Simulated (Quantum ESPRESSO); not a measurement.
NiO2:

```xyz
3
Lattice="2.7988 0.0000 0.0000 -1.3994 2.4238 0.0000 0.0000 0.0000 4.6183" Properties=species:S:1:pos:R:3 pbc="T T T"
Ni    0.0000    0.0000    2.3091
O     0.0000    1.6159    1.3576
O     1.3994    0.8079    3.2607
```

The cell comes from a database or a generator and needn't be the stable form of this composition.

Base run:

```yaml
Program: Quantum ESPRESSO 7.5
Functional: PBEsol
Potentials_or_basis: GBRV 1.5 PBEsol
Cutoff: 612 eV
Density_cutoff: 4898 eV
k_mesh: 11 × 11 × 6
Occupations: fermi-dirac, width 0.05 eV
Spin: collinear spin, ferromagnetic start
Starting_moments: "[1.0, 0.0, 0.0] μB"
```

Its results: band gap on the k mesh 0.92 eV, indirect (least direct gap 1.18 eV); pressure -4.1 GPa; net moment 0.00 μB per cell; largest force 0.414 eV/Å.

Task: The run is repeated on the same cell with these changes: potentials or basis from GBRV 1.5 PBEsol to PseudoDojo 0.4 SR PBEsol stringent; cutoff from 612 eV to 1415 eV; density cutoff from 4898 eV to 5660 eV. What comes out?

Result: Band gap on the k mesh 0.81 eV, indirect (least direct gap 1.08 eV); pressure -4.7 GPa; net moment 0.00 μB per cell; largest force 0.499 eV/Å.

A k mesh can miss the band edges.
